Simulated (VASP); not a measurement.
# MgO (Fm-3m) in VASP: band structure with LDA

Aim: the band structure of MgO with LDA.

Program: VASP 6.6.1. These are calculated values, not measurements. Logs are shortened: lines on timing, memory, paths and dates and some standing lists are left out, and cuts for length are marked.

**Measured values to compare with.**

From “Electronic structure of alkaline earth and post-transition metal oxides”, 2009, arxiv:0908.1581, for a bulk crystal of MgO: band gap 7.83 eV.

How close the calculation comes is told below.

### Step 1. The structure

The structure is cubic, space group Fm-3m (No. 225). Conventional cell: a = 4.146 Å, b = 4.146 Å, c = 4.146 Å, α = 90.00°, β = 90.00°, γ = 90.00°. Mg (site symmetry m-3m) is surrounded by 6 O at 2.07 Å. O (site symmetry m-3m) has 6 Mg at 2.07 Å as nearest neighbours.

### Step 2. Band structure, LDA

INCAR reads:

```
SYSTEM = MgO
PREC = Accurate
ENCUT = 520
EDIFF = 1E-7
ISMEAR = 0
SIGMA = 0.02
LREAL = .False.
LASPH = .True.
NELM = 80
ALGO = Fast
ISIF = 2
LWAVE = .False.
LCHARG = .False.
GGA = CA
```

KPOINTS reads:

```
regular mesh
0
Gamma
  12 12 12
  0 0 0
```

POSCAR reads:

```
MgO                                     
1.0
    0.0000000000      2.0729822204      2.0729822204
    2.0729822204      0.0000000000      2.0729822204
    2.0729822204      2.0729822204      0.0000000000
  Mg              O             
     1     1
Direct
     0.0000000000000000    0.0000000000000000    0.0000000000000000
     0.5000000000000000    0.5000000000000000    0.5000000000000000
```

KPOINTS_OPT reads:

```
path GXWKGLUWLK,UX
20
line-mode
reciprocal
 0.0000000000  0.0000000000  0.0000000000  G
 0.5000000000  0.0000000000  0.5000000000  X

 0.5000000000  0.0000000000  0.5000000000  X
 0.5000000000  0.2500000000  0.7500000000  W

 0.5000000000  0.2500000000  0.7500000000  W
 0.3750000000  0.3750000000  0.7500000000  K

 0.3750000000  0.3750000000  0.7500000000  K
 0.0000000000  0.0000000000  0.0000000000  G

 0.0000000000  0.0000000000  0.0000000000  G
 0.5000000000  0.5000000000  0.5000000000  L

 0.5000000000  0.5000000000  0.5000000000  L
 0.6250000000  0.2500000000  0.6250000000  U

 0.6250000000  0.2500000000  0.6250000000  U
 0.5000000000  0.2500000000  0.7500000000  W

 0.5000000000  0.2500000000  0.7500000000  W
 0.5000000000  0.5000000000  0.5000000000  L

 0.5000000000  0.5000000000  0.5000000000  L
 0.3750000000  0.3750000000  0.7500000000  K

 0.6250000000  0.2500000000  0.6250000000  U
 0.5000000000  0.0000000000  0.5000000000  X
```

Potentials or basis: VASP PAW LDA potentials, release 64 (Mg, O).

Command:

```
cat potpaw_LDA.64/Mg/POTCAR potpaw_LDA.64/O/POTCAR > POTCAR
mpirun -np 1 vasp_std > vasp.out
```

OUTCAR:

```text
SYSTEM = MgO
   PREC = Accurate
   ENCUT = 520
   EDIFF = 1E-7
   ISMEAR = 0
   LREAL = .False.
   LASPH = .True.
   NELM = 80
   ISIF = 2
   GGA = CA

 ion  position               nearest neighbor table
   1  0.000  0.000  0.000-   2 2.07   2 2.07   2 2.07   2 2.07   2 2.07   2 2.07
   2  0.500  0.500  0.500-   1 2.07   1 2.07   1 2.07   1 2.07   1 2.07   1 2.07

  LATTYP: Found a face centered cubic cell.
 ALAT       =     4.1459644408

  Lattice vectors:

 A1 = (   0.0000000000,   2.0729822204,   2.0729822204)
 A2 = (   2.0729822204,   0.0000000000,   2.0729822204)
 A3 = (   2.0729822204,   2.0729822204,   0.0000000000)

Analysis of symmetry for initial positions (statically):
=====================================================================
 Subroutine PRICEL returns:
 Original cell was already a primitive cell.

 Routine SETGRP: Setting up the symmetry group for a
 face centered cubic supercell.

 Subroutine GETGRP returns: Found 48 space group operations
 (whereof 48 operations were pure point group operations)
 out of a pool of 48 trial point group operations.

The static configuration has the point symmetry O_h .

Analysis of symmetry for dynamics (positions and initial velocities):
=====================================================================
 Subroutine PRICEL returns:
 Original cell was already a primitive cell.

 Routine SETGRP: Setting up the symmetry group for a
 face centered cubic supercell.

 Subroutine GETGRP returns: Found 48 space group operations
 (whereof 48 operations were pure point group operations)
 out of a pool of 48 trial point group operations.

The dynamic configuration has the point symmetry O_h .

 Subroutine INISYM returns: Found 48 space group operations
 (whereof 48 operations are pure point group operations),
 and found     1 'primitive' translations

----------------------------------------------------------------------------------------

                                     Primitive cell

  volume of cell :      17.8163

  direct lattice vectors                    reciprocal lattice vectors
     0.000000000  2.072982220  2.072982220    -0.241198403  0.241198403  0.241198403
     2.072982220  0.000000000  2.072982220     0.241198403 -0.241198403  0.241198403
     2.072982220  2.072982220  0.000000000     0.241198403  0.241198403 -0.241198403

  length of vectors
     2.931639571  2.931639571  2.931639571     0.417767888  0.417767888  0.417767888

  position of ions in fractional coordinates (direct lattice)
     0.000000000  0.000000000  0.000000000
     0.500000000  0.500000000  0.500000000

  ion indices of the primitive-cell ions
   primitive index   ion index
                 1           1
                 2           2

----------------------------------------------------------------------------------------

 KPOINTS: regular mesh

Automatic generation of k-mesh.
 Grid dimensions read from file:
 generate k-points for:   12   12   12

 Generating k-lattice:

  Cartesian coordinates                     Fractional coordinates (reciprocal lattice)
    -0.020099867  0.020099867  0.020099867     0.083333333  0.000000000  0.000000000
     0.020099867 -0.020099867  0.020099867     0.000000000  0.083333333  0.000000000
     0.020099867  0.020099867 -0.020099867     0.000000000  0.000000000  0.083333333

  Length of vectors
     0.034813991  0.034813991  0.034813991

  Shift w.r.t. Gamma in fractional coordinates (k-lattice)
     0.000000000  0.000000000  0.000000000

 Subroutine IBZKPT returns following result:
 ===========================================

 Found     72 irreducible k-points:

 Following reciprocal coordinates:
            Coordinates               Weight
  0.000000  0.000000  0.000000      1.000000
  0.083333  0.000000  0.000000      8.000000
  0.166667  0.000000  0.000000      8.000000
  0.250000  0.000000  0.000000      8.000000
  0.333333  0.000000  0.000000      8.000000
  0.416667  0.000000  0.000000      8.000000
[... 16 lines left out ...]
  0.500000  0.166667  0.000000     24.000000
 -0.416667  0.166667  0.000000     24.000000
 [... further k-points ...]
   k-points           NKPTS =     72   k-points in BZ     NKDIM =     72   number of bands    NBANDS=      8
   number of dos      NEDOS =    301   number of ions     NIONS =      2
   total plane-waves  NPLWV =  13824
   dimension x,y,z NGX =    24 NGY =   24 NGZ =   24
   dimension x,y,z NGXF=    48 NGYF=   48 NGZF=   48
   ions per type =               1   1
   NGX,Y,Z   is equivalent  to a cutoff of  13.61, 13.61, 13.61 a.u.
   NGXF,Y,Z  is equivalent  to a cutoff of  27.22, 27.22, 27.22 a.u.
 SYSTEM =  MgO
   PREC   = accura    normal or accurate (medium, high low for compatibility)
   ISTART =      0    job   : 0-new  1-cont  2-samecut
   ICHARG =      2    charge: 1-file 2-atom 10-const
   ISPIN  =      1    spin polarized calculation?
   LNONCOLLINEAR =      F non collinear calculations
   LSORBIT =      F    spin-orbit coupling
   LASPH  =      T    aspherical Exc in radial PAW
   ENCUT  =  520.0 eV  38.22 Ry    6.18 a.u.   5.45  5.45  5.45*2*pi/ulx,y,z
   NELM   =     80;   NELMIN=  2; NELMDL= -5     # of ELM steps
   EDIFF  = 0.1E-06   stopping-criterion for ELM
   LREAL  =      F    real-space projection
   EDIFFG = 0.1E-05   stopping-criterion for IOM
   NSW    =      0    number of steps for IOM
   IBRION =     -1    ionic relax: 0-MD 1-quasi-New 2-CG
   NFREE  =      0    steps in history (QN), initial steepest desc. (CG)
   ISIF   =      2    stress and relaxation
   ISYM   =      2    0-nonsym 1-usesym 2-fastsym
   POTIM  = 0.5000    time-step for ionic-motion
   TEBEG  =    0.0;   TEEND  =   0.0 temperature during run
   PSTRESS=    0.0 pullay stress
   NELECT =       8.0000    total number of electrons
   NUPDOWN=      -1.0000    fix difference up-down
   EMIN   =  10.00;   EMAX   =-10.00  energy-range for DOS
   EFERMI =   0.00;   METHOD = LEGACY
   ISMEAR =     0;   SIGMA  =   0.02  broadening in eV -4-tet -1-fermi 0-gaus
   EFERMI_NEDOS =   21; number of points for ismear=-14 and -15
   IALGO  =     68    algorithm
   IMIX   =      4    mixing-type and parameters
     AMIX     =   0.40;   BMIX     =  1.00
     AMIX_MAG =   1.60;   BMIX_MAG =  1.00
  volume/ion in A,a.u.               =       8.91        60.12
  Fermi-wavevector in a.u.,A,eV,Ry     =   1.253620  2.368998 21.382415  1.571563
  Thomas-Fermi vector in A             =   2.387464
   LORBIT       =      0    0 simple, 1 ext, 2 COOP (PROOUT), +10 PAW based schemes
   GGA     = CA    functional components
   LHFCALC =     F    Hartree Fock is set to
   AEXX    =    0.0000 exact exchange contribution
   IVDW    =     0    specifies the selected vdW correction
   LEPSILON=     F    determine dielectric tensor
   LRPA    =     F    only Hartree local field effects (RPA)
 non-spin polarized calculation
 RMM-DIIS sequential band-by-band and
 Gauss-broadening in eV      SIGMA  =   0.02
  energy-cutoff  :      520.00
  volume of cell :       17.82
 maximum number of plane-waves:       531
 NGX is ok and might be reduce to    24
   NGX = 11   NGY = 11   NGZ = 11

 number of electron       7.9999999 magnetization

 Free energy of the ion-electron system (eV)
  ---------------------------------------------------
  ext. energy  EPLUGINS =         0.00000000
  ---------------------------------------------------
  free energy    TOTEN  =       -13.44546009 eV

  energy without entropy =      -13.44546009  energy(sigma->0) =      -13.44546009

 E-fermi :   3.3778     XC(G=0): -11.8228

 val. band max:        3.2500743434   @ k =   0.0000   0.0000   0.0000
 cond. band min:       8.3834582096   @ k =   0.0000   0.0000   0.0000
 fundamental gap:      5.1333838662
 Fermi energy:         3.3778062449

 k-point     1 :       0.0000    0.0000    0.0000
  band No.  band energies     occupation
      1     -14.0083      2.00000
      2       3.2501      2.00000
      3       3.2501      2.00000
      4       3.2501      2.00000
      5       8.3835      0.00000
      6      19.0328      0.00000
      7      19.0328      0.00000
      8      19.0328      0.00000

 k-point     2 :       0.0833    0.0000    0.0000
  band No.  band energies     occupation
      1     -13.9245      2.00000
      2       2.7683      2.00000
      3       3.1973      2.00000
      4       3.1973      2.00000
      5       8.8310      0.00000
      6      18.0828      0.00000
      7      19.2155      0.00000
      8      19.2155      0.00000

 k-point     3 :       0.1667    0.0000    0.0000
  band No.  band energies     occupation
      1     -13.6880      2.00000
      2       1.6853      2.00000
      3       3.0567      2.00000
      4       3.0567      2.00000
      5       9.7799      0.00000
      6      16.7299      0.00000
      7      19.6554      0.00000
      8      19.6554      0.00000

 k-point     4 :       0.2500    0.0000    0.0000
  band No.  band energies     occupation
      1     -13.3403      2.00000
      2       0.4639      2.00000
      3       2.8725      2.00000
      4       2.8725      2.00000
      5      10.6693      0.00000
      6      15.9012      0.00000
      7      19.9986      0.00000
      8      19.9986      0.00000

 k-point     5 :       0.3333    0.0000    0.0000
  band No.  band energies     occupation
      1     -12.9576      2.00000
      2      -0.6268      2.00000
      3       2.6966      2.00000
      4       2.6966      2.00000
      5      11.1565      0.00000
      6      15.7657      0.00000
      7      19.9739      0.00000
      8      19.9739      0.00000
[... 177 lines left out ...]
 k-point    22 :       0.4167    0.1667    0.0000
  band No.  band energies     occupation
      1     -12.6870      2.00000
      2      -0.7334      2.00000
      3       1.9696      2.00000
      4       2.3629      2.00000
      5      12.2854      0.00000
      6      15.1361      0.00000
      7      18.0724      0.00000
      8      20.5928      0.00000

 k-point    23 :       0.5000    0.1667    0.0000
  band No.  band energies     occupation
      1     -12.4659      2.00000
      2      -1.1864      2.00000
      3       1.6925      2.00000
      4       2.3337      2.00000
      5      12.4043      0.00000
      6      15.7107      0.00000
      7      17.6960      0.00000
      8      20.4605      0.00000

 k-point    24 :      -0.4167    0.1667    0.0000
  band No.  band energies     occupation
      1     -12.4312      2.00000
      2      -1.2385      2.00000
      3       1.5466      2.00000
      4       2.3934      2.00000
      5      12.4636      0.00000
      6      15.8847      0.00000
      7      17.6530      0.00000
      8      20.4157      0.00000

 [... further k-points ...]
[... 5 lines left out ...]
  --------------------------------------------------------------------------------------
  -------------------------------------------------------------------------------------
  Total        0.0014720      0.0014720      0.0014720      0.0000000      0.0000000      0.0000000
  in kB        0.1323758      0.1323758      0.1323758      0.0000000      0.0000000      0.0000000
  external PRESSURE =       0.1323758 kB  Pullay stress =       0.0000000 kB

 VOLUME and BASIS-vectors are now :
 -----------------------------------------------------------------------------
  energy-cutoff  :      520.00
  volume of cell :       17.82
      direct lattice vectors                 reciprocal lattice vectors
     0.000000000  2.072982220  2.072982220    -0.241198403  0.241198403  0.241198403
     2.072982220  0.000000000  2.072982220     0.241198403 -0.241198403  0.241198403
     2.072982220  2.072982220  0.000000000     0.241198403  0.241198403 -0.241198403

 POSITION                                       TOTAL-FORCE (eV/Angst)
 -----------------------------------------------------------------------------------
      0.00000      0.00000      0.00000        -0.000000     -0.000000      0.000000
      2.07298      2.07298      2.07298         0.000000      0.000000     -0.000000
 -----------------------------------------------------------------------------------
    total drift:                               -0.000000     -0.000000      0.000000

  FREE ENERGIE OF THE ION-ELECTRON SYSTEM (eV)
  ---------------------------------------------------
  free  energy   TOTEN  =       -13.4454600854 eV

  energy  without entropy=      -13.4454600854  energy(sigma->0) =      -13.44546009
```

Run time: 11 s. Hardware: 1 thread of Intel Xeon Platinum 8488C (Sapphire Rapids), shared host; peak memory 0.15 GiB.

Results:

```yaml
Free_energy: -13.4455 eV
Pressure: 0.0 GPa
Band_gap_on_the_k_mesh: 5.13 eV, direct
Band_gap_along_the_path: 5.13 eV, direct
```

Levels at the corners of the path, in eV from the valence-band top:
| point | band 2 | band 3 | band 4 | band 5 | band 6 | band 7 |
| --- | --- | --- | --- | --- | --- | --- |
| Γ | 0.00 | 0.00 | 0.00 | 5.13 | 15.78 | 15.78 |
| X | -4.35 | -1.44 | -1.44 | 8.93 | 10.22 | 13.40 |
| X | -4.35 | -1.44 | -1.44 | 8.93 | 10.22 | 13.40 |
| W | -3.17 | -3.17 | -1.90 | 11.76 | 11.76 | 12.46 |
| W | -3.17 | -3.17 | -1.90 | 11.76 | 11.76 | 12.46 |
| K | -3.74 | -2.90 | -1.23 | 10.10 | 12.06 | 12.76 |
| K | -3.74 | -2.90 | -1.23 | 10.10 | 12.06 | 12.76 |
| Γ | 0.00 | 0.00 | 0.00 | 5.13 | 15.78 | 15.78 |
| Γ | 0.00 | 0.00 | 0.00 | 5.13 | 15.78 | 15.78 |
| L | -4.91 | -0.72 | -0.72 | 8.03 | 12.94 | 16.49 |
| L | -4.91 | -0.72 | -0.72 | 8.03 | 12.94 | 16.49 |
| U | -3.74 | -2.90 | -1.23 | 10.10 | 12.06 | 12.76 |
| U | -3.74 | -2.90 | -1.23 | 10.10 | 12.06 | 12.76 |
| W | -3.17 | -3.17 | -1.90 | 11.76 | 11.76 | 12.46 |
| W | -3.17 | -3.17 | -1.90 | 11.76 | 11.76 | 12.46 |
| L | -4.91 | -0.72 | -0.72 | 8.03 | 12.94 | 16.49 |
| L | -4.91 | -0.72 | -0.72 | 8.03 | 12.94 | 16.49 |
| K | -3.74 | -2.90 | -1.23 | 10.10 | 12.06 | 12.76 |
| U | -3.74 | -2.90 | -1.23 | 10.10 | 12.06 | 12.76 |
| X | -4.35 | -1.44 | -1.44 | 8.93 | 10.22 | 13.40 |

### Step 3. How close it comes

Step 2. A measured gap of MgO is 7.83 eV (quoted in “Electronic structure of alkaline earth and post-transition metal oxides”, 2009, arxiv:0908.1581); the calculated 5.13 eV misses it by -2.70 eV. The value is that of LDA, without temperature or zero-point motion. Semilocal functionals fall short of measured gaps as a rule.
